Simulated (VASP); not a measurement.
# BaTiO3 (Pm-3m) in VASP: a series of runs, part 2 of 2

VASP 6.6.1.

**3. Single point, PBEsol**

INCAR

```
PREC     = Accurate       # precision mode
ENCUT    = 520            # plane-wave cutoff, eV
EDIFF    = 1E-7           # SCF threshold, eV
ISMEAR   = 0              # smearing method
SIGMA    = 0.02           # smearing width, eV
LREAL    = F              # projectors in reciprocal space
LASPH    = T              # aspherical terms in the spheres
NELM     = 100            # most SCF steps
ALGO     = Fast           # electronic algorithm
ISIF     = 2              # what is computed and relaxed
LWAVE    = F              # write WAVECAR
LCHARG   = T              # write CHGCAR
GGA      = PS             # functional
LELF     = T              # ELF
LVHAR    = T            
NBANDS   = 28             # bands
```

KPOINTS

```
regular mesh
0
Gamma
  10 10 10
```

POSCAR

```
BaTiO3
1.0
    3.9832200000      0.0000000000      0.0000000000
    0.0000000000      3.9832200000      0.0000000000
    0.0000000000      0.0000000000      3.9832200000
Ba Ti O
1 1 3
Direct
    0.0000000000      0.0000000000      0.0000000000
    0.5000000000      0.5000000000      0.5000000000
    0.5000000000      0.5000000000      0.0000000000
    0.0000000000      0.5000000000      0.5000000000
    0.5000000000      0.0000000000      0.5000000000
```

Potentials or basis: VASP PAW PBE potentials, release 64 (Ba_sv, Ti_sv, O).

The run is started by

```console
$ cat potpaw_PBE.64/Ba_sv/POTCAR potpaw_PBE.64/Ti_sv/POTCAR potpaw_PBE.64/O/POTCAR > POTCAR
$ mpirun -np 1 vasp_std > vasp.out
```

OUTCAR:

```text
PREC = Accurate
   ENCUT = 520
   EDIFF = 1E-7
   ISMEAR = 0
   LREAL = F
   LASPH = T
   NELM = 100
   ISIF = 2
   GGA = PS

 ion  position               nearest neighbor table
   1  0.000  0.000  0.000-   3 2.82   4 2.82   5 2.82   4 2.82   5 2.82   3 2.82   4 2.82   4 2.82
                             3 2.82   5 2.82   5 2.82   3 2.82   2 3.45   2 3.45   2 3.45   2 3.45
   2  0.500  0.500  0.500-   3 1.99   4 1.99   5 1.99   3 1.99   5 1.99   4 1.99   1 3.45   1 3.45
                             1 3.45   1 3.45   1 3.45   1 3.45   1 3.45   1 3.45
   3  0.500  0.500  0.000-   2 1.99   2 1.99   1 2.82   1 2.82   1 2.82   1 2.82
   4  0.000  0.500  0.500-   2 1.99   2 1.99   1 2.82   1 2.82   1 2.82   1 2.82
   5  0.500  0.000  0.500-   2 1.99   2 1.99   1 2.82   1 2.82   1 2.82   1 2.82

  LATTYP: Found a simple cubic cell.
 ALAT       =     3.9832200000

  Lattice vectors:

 A1 = (   3.9832200000,   0.0000000000,   0.0000000000)
 A2 = (   0.0000000000,   3.9832200000,   0.0000000000)
 A3 = (   0.0000000000,   0.0000000000,   3.9832200000)

Analysis of symmetry for initial positions (statically):
=====================================================================
 Subroutine PRICEL returns:
 Original cell was already a primitive cell.

 Routine SETGRP: Setting up the symmetry group for a
 simple cubic supercell.

 Subroutine GETGRP returns: Found 48 space group operations
 (whereof 48 operations were pure point group operations)
 out of a pool of 48 trial point group operations.

The static configuration has the point symmetry O_h .

Analysis of symmetry for dynamics (positions and initial velocities):
=====================================================================
 Subroutine PRICEL returns:
 Original cell was already a primitive cell.

 Routine SETGRP: Setting up the symmetry group for a
 simple cubic supercell.

 Subroutine GETGRP returns: Found 48 space group operations
 (whereof 48 operations were pure point group operations)
 out of a pool of 48 trial point group operations.

The dynamic configuration has the point symmetry O_h .

 Subroutine INISYM returns: Found 48 space group operations
 (whereof 48 operations are pure point group operations),
 and found     1 'primitive' translations

----------------------------------------------------------------------------------------

                                     Primitive cell

  volume of cell :      63.1979

  direct lattice vectors                    reciprocal lattice vectors
     3.983220000  0.000000000  0.000000000     0.251053168  0.000000000  0.000000000
     0.000000000  3.983220000  0.000000000     0.000000000  0.251053168  0.000000000
     0.000000000  0.000000000  3.983220000     0.000000000  0.000000000  0.251053168

  length of vectors
     3.983220000  3.983220000  3.983220000     0.251053168  0.251053168  0.251053168

  position of ions in fractional coordinates (direct lattice)
     0.000000000  0.000000000  0.000000000
     0.500000000  0.500000000  0.500000000
     0.500000000  0.500000000  0.000000000
     0.000000000  0.500000000  0.500000000
     0.500000000  0.000000000  0.500000000

  ion indices of the primitive-cell ions
   primitive index   ion index
                 1           1
                 2           2
                 3           3
                 4           4
                 5           5

[... 50 lines left out ...]
  0.200000  0.100000  0.100000     24.000000
  0.300000  0.100000  0.100000     24.000000
 [... further k-points ...]
   k-points           NKPTS =     56   k-points in BZ     NKDIM =     56   number of bands    NBANDS=     28
   number of dos      NEDOS =    301   number of ions     NIONS =      5
   total plane-waves  NPLWV =  27000
   dimension x,y,z NGX =    30 NGY =   30 NGZ =   30
   dimension x,y,z NGXF=    60 NGYF=   60 NGZF=   60
   ions per type =               1   1   3
   NGX,Y,Z   is equivalent  to a cutoff of  12.52, 12.52, 12.52 a.u.
   NGXF,Y,Z  is equivalent  to a cutoff of  25.04, 25.04, 25.04 a.u.
 SYSTEM =  unknown system
   PREC   = accura    normal or accurate (medium, high low for compatibility)
   ISTART =      0    job   : 0-new  1-cont  2-samecut
   ICHARG =      2    charge: 1-file 2-atom 10-const
   ISPIN  =      1    spin polarized calculation?
   LNONCOLLINEAR =      F non collinear calculations
   LSORBIT =      F    spin-orbit coupling
   LASPH  =      T    aspherical Exc in radial PAW
   ENCUT  =  520.0 eV  38.22 Ry    6.18 a.u.   7.41  7.41  7.41*2*pi/ulx,y,z
   NELM   =    100;   NELMIN=  2; NELMDL= -5     # of ELM steps
   EDIFF  = 0.1E-06   stopping-criterion for ELM
   LREAL  =      F    real-space projection
   EDIFFG = 0.1E-05   stopping-criterion for IOM
   NSW    =      0    number of steps for IOM
   IBRION =     -1    ionic relax: 0-MD 1-quasi-New 2-CG
   NFREE  =      0    steps in history (QN), initial steepest desc. (CG)
   ISIF   =      2    stress and relaxation
   ISYM   =      2    0-nonsym 1-usesym 2-fastsym
   POTIM  = 0.5000    time-step for ionic-motion
   TEBEG  =    0.0;   TEEND  =   0.0 temperature during run
   PSTRESS=    0.0 pullay stress
   NELECT =      40.0000    total number of electrons
   NUPDOWN=      -1.0000    fix difference up-down
   EMIN   =  10.00;   EMAX   =-10.00  energy-range for DOS
   EFERMI =   0.00;   METHOD = LEGACY
   ISMEAR =     0;   SIGMA  =   0.02  broadening in eV -4-tet -1-fermi 0-gaus
   EFERMI_NEDOS =   21; number of points for ismear=-14 and -15
   IALGO  =     68    algorithm
   IMIX   =      4    mixing-type and parameters
     AMIX     =   0.40;   BMIX     =  1.00
     AMIX_MAG =   1.60;   BMIX_MAG =  1.00
  volume/ion in A,a.u.               =      12.64        85.30
  Fermi-wavevector in a.u.,A,eV,Ry     =   1.405596  2.656191 26.881035  1.975700
  Thomas-Fermi vector in A             =   2.528041
   LORBIT       =      0    0 simple, 1 ext, 2 COOP (PROOUT), +10 PAW based schemes
   GGA     = PS    functional components
   LHFCALC =     F    Hartree Fock is set to
   AEXX    =    0.0000 exact exchange contribution
   IVDW    =     0    specifies the selected vdW correction
   LEPSILON=     F    determine dielectric tensor
   LRPA    =     F    only Hartree local field effects (RPA)
 non-spin polarized calculation
 RMM-DIIS sequential band-by-band and
 Gauss-broadening in eV      SIGMA  =   0.02
  energy-cutoff  :      520.00
  volume of cell :       63.20
 maximum number of plane-waves:      1743
 NGX is ok and might be reduce to    30
   NGX = 15   NGY = 15   NGZ = 15

 number of electron      39.9999977 magnetization

 Free energy of the ion-electron system (eV)
  ---------------------------------------------------
  ext. energy  EPLUGINS =         0.00000000
  ---------------------------------------------------
  free energy    TOTEN  =       -41.98176680 eV

  energy without entropy =      -41.98176680  energy(sigma->0) =      -41.98176680

 E-fermi :   3.9034     XC(G=0): -11.5943

 val. band max:        3.8035565641   @ k =   0.5000   0.5000   0.5000
 cond. band min:       5.5302696287   @ k =   0.0000   0.0000   0.0000
 fundamental gap:      1.7267130645
 Fermi energy:         3.9033853660

 k-point     1 :       0.0000    0.0000    0.0000
  band No.  band energies     occupation
      1     -52.5049      2.00000
      2     -28.8371      2.00000
      3     -28.8371      2.00000
      4     -28.8371      2.00000
      5     -20.9237      2.00000
      6     -13.0447      2.00000
[... 733 lines left out ...]
     27      12.4647      0.00000
     28      13.1031      0.00000

 [... further k-points ...]

------------------------ aborting loop because EDIFF is reached ----------------------------------------

  FORCE on cell =-STRESS in cart. coord.  units (eV):
  Direction    XX          YY          ZZ          XY          YZ          ZX
  --------------------------------------------------------------------------------------
  -------------------------------------------------------------------------------------
  Total        0.0527212      0.0527212      0.0527212     -0.0000000     -0.0000000     -0.0000000
  in kB        1.3365728      1.3365728      1.3365728     -0.0000000     -0.0000000     -0.0000000
  external PRESSURE =       1.3365728 kB  Pullay stress =       0.0000000 kB

 VOLUME and BASIS-vectors are now :
 -----------------------------------------------------------------------------
  energy-cutoff  :      520.00
  volume of cell :       63.20
      direct lattice vectors                 reciprocal lattice vectors
     3.983220000  0.000000000  0.000000000     0.251053168  0.000000000  0.000000000
     0.000000000  3.983220000  0.000000000     0.000000000  0.251053168  0.000000000
     0.000000000  0.000000000  3.983220000     0.000000000  0.000000000  0.251053168

 POSITION                                       TOTAL-FORCE (eV/Angst)
 -----------------------------------------------------------------------------------
      0.00000      0.00000      0.00000         0.000000      0.000000      0.000000
      1.99161      1.99161      1.99161         0.000000      0.000000      0.000000
      1.99161      1.99161      0.00000         0.000000      0.000000      0.000000
      0.00000      1.99161      1.99161         0.000000      0.000000      0.000000
      1.99161      0.00000      1.99161         0.000000      0.000000      0.000000
 -----------------------------------------------------------------------------------
    total drift:                                0.000000      0.000000     -0.000000

  FREE ENERGIE OF THE ION-ELECTRON SYSTEM (eV)
  ---------------------------------------------------
  free  energy   TOTEN  =       -41.9817668019 eV

  energy  without entropy=      -41.9817668019  energy(sigma->0) =      -41.98176680
```

Run time: 4.6 min. Hardware: 1 thread of Intel Xeon Platinum 8488C (Sapphire Rapids), shared host; peak memory 0.23 GiB.

What came out:

* Free energy: -41.9818 eV
* Pressure: 0.1 GPa
* Band gap on the k mesh: 1.73 eV, indirect (least direct gap 1.86 eV)

Levels at points of the mesh, in eV from the valence-band top:
```
           k point  band 16  band 17  band 18  band 19  band 20  band 21  band 22  band 23  band 24  band 25
(0.00, 0.00, 0.00)    -1.13    -1.13    -0.13    -0.13    -0.13     1.73     1.73     1.73     4.04     4.04
(0.50, 0.00, 0.00)    -2.01    -1.87    -1.87    -0.72    -0.72     1.90     3.56     3.56     4.05     7.06
(0.50, 0.50, 0.00)    -2.80    -1.74    -0.87    -0.87    -0.09     3.57     3.57     4.02     4.90     7.86
(0.50, 0.50, 0.50)    -2.41    -2.41     0.00     0.00     0.00     4.26     4.26     4.26     6.70     6.70
```

Caveat: the PAW data sets were made with another functional, which shifts forces and pressure a little; spin-orbit coupling is left out, which moves the levels of the heavy elements. A k mesh can miss the band edges.

**4. Single point, PBEsol**

INCAR, as its differences from that of step 3:

```diff
@@ -4,3 +4,3 @@
 ISMEAR   = 0              # smearing method
-SIGMA    = 0.02           # smearing width, eV
+SIGMA    = 0.5            # smearing width, eV
 LREAL    = F              # projectors in reciprocal space
```

KPOINTS

```
regular mesh
0
Gamma
  8 8 8
```

POSCAR is that of step 3.

The run is started by

```console
$ cat potpaw_PBE.64/Ba_sv/POTCAR potpaw_PBE.64/Ti_sv/POTCAR potpaw_PBE.64/O/POTCAR > POTCAR
$ mpirun -np 1 vasp_std > vasp.out
```

It took 3.5 min on 1 thread of Intel Xeon Platinum 8488C (Sapphire Rapids), shared host; peak memory 0.21 GiB.

The run converged. Its results:

```yaml
Free_energy: -41.9820 eV
Pressure: 0.1 GPa
Band_gap_on_the_k_mesh: 1.73 eV, indirect (least direct gap 1.86 eV)
```

Levels at points of the mesh, in eV from the valence-band top:
```
           k point  band 18  band 19  band 20  band 21  band 22  band 23
(0.00, 0.00, 0.00)    -0.13    -0.13    -0.13     1.73     1.73     1.73
(0.50, 0.00, 0.00)    -1.87    -0.72    -0.72     1.90     3.56     3.56
(0.50, 0.50, 0.00)    -0.87    -0.87    -0.09     3.57     3.57     4.02
(0.50, 0.50, 0.50)     0.00     0.00     0.00     4.26     4.26     4.26
```

Caveat: the PAW data sets were made with another functional, which shifts forces and pressure a little; spin-orbit coupling is left out, which moves the levels of the heavy elements. A hybrid or GW would open this gap; PBEsol tends to underestimate it.

**5. Overview**

| k mesh | cutoff (eV) | smearing | gap on the mesh (eV) | pressure (GPa) |
| --- | --- | --- | --- | --- |
| 8 × 8 × 8 | 700 | gaussian 0.02 eV | 1.73 | 0.0 |
| 10 × 10 × 10 | 520 | gaussian 0.02 eV | 1.73 | 0.1 |
| 8 × 8 × 8 | 520 | gaussian 0.5 eV | 1.73 | 0.1 |

Alike in all rows: task single point; level PBEsol; potentials or basis VASP PAW PBE potentials, release 64 (Ba_sv, Ti_sv, O); no spin polarisation; cell as given.

On the cell as given the gap runs from 1.73 eV (PBEsol) to 1.73 eV (PBEsol); the meshes differ, which moves gaps too.

Caveats: the PAW data sets were made with another functional, which shifts forces and pressure a little; spin-orbit coupling is left out, which moves the levels of the heavy elements.

Total energies depend on the potentials used, so only differences within one code and one set of settings carry meaning.
